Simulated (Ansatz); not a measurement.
**What moves the field gradients of SiO₂?**

Cell of run 1: a Materials Project structure (computed, not necessarily an observed phase), atoms as given.

```cif
data_SiO2
_symmetry_space_group_name_H-M 'Pnnm'
_symmetry_Int_Tables_number 58
_cell_length_a 4.9580
_cell_length_b 8.7413
_cell_length_c 8.6786
_cell_angle_alpha 90.000
_cell_angle_beta 90.000
_cell_angle_gamma 90.000
loop_
_atom_site_label
_atom_site_type_symbol
_atom_site_symmetry_multiplicity
_atom_site_Wyckoff_symbol
_atom_site_fract_x
_atom_site_fract_y
_atom_site_fract_z
Si Si 8 h 0.9337 0.1741 0.1813
O9 O 4 g 0.0136 0.8013 0.0000
O10 O 4 e 0.5000 0.5000 0.2716
O13 O 8 h 0.1232 0.2889 0.7216
```

One atom of each set is listed.

All runs are DFT with Ansatz 0.2.0 (plane waves and PAW, scalar-relativistic unless spin–orbit coupling is named, Γ-centred meshes, Fermi–Dirac smearing where given) in this cell.

Run 1: PBE, atoms as given; 420 eV, 5×3×3 k-points, smearing 0.02 eV.
Run 2: r2SCAN, atoms as given; 500 eV, 5×3×3 k-points, smearing 0.02 eV.
Run 3: PBE, gradients read without the response of the cores, atoms as given; 420 eV, 5×3×3 k-points, smearing 0.02 eV.

```
run  Si V_zz (η)  O9 V_zz (η)  O10 V_zz (η)  O13 V_zz (η)
  1  0.51 (0.97)  9.65 (0.13)   9.50 (0.09)   9.18 (0.22)
  2            ?            ?             ?             ?
  3  0.48 (0.94)  9.97 (0.13)   9.81 (0.10)   9.48 (0.22)
```

V_zz in 10²¹ V/m².

**Question.** Estimate the row of run 2.

**Answer.** Si: 0.49 (0.98); O9: 9.52 (0.13); O10: 9.38 (0.09); O13: 9.07 (0.23). It lies nearest to run 1, from whose tensors on these sites it differs by 0.13 at most (largest principal value of the difference, on O9). Taken one at a time, the response of the cores moves the tensors on these sites by up to 0.32 (largest principal value of the change, on O9), the functional (r2SCAN with its higher cutoff) by 0.13 (O9).

In runs 1, 3 the atoms aren't at the calculated equilibrium (largest force 0.29, 0.29 eV/Å).
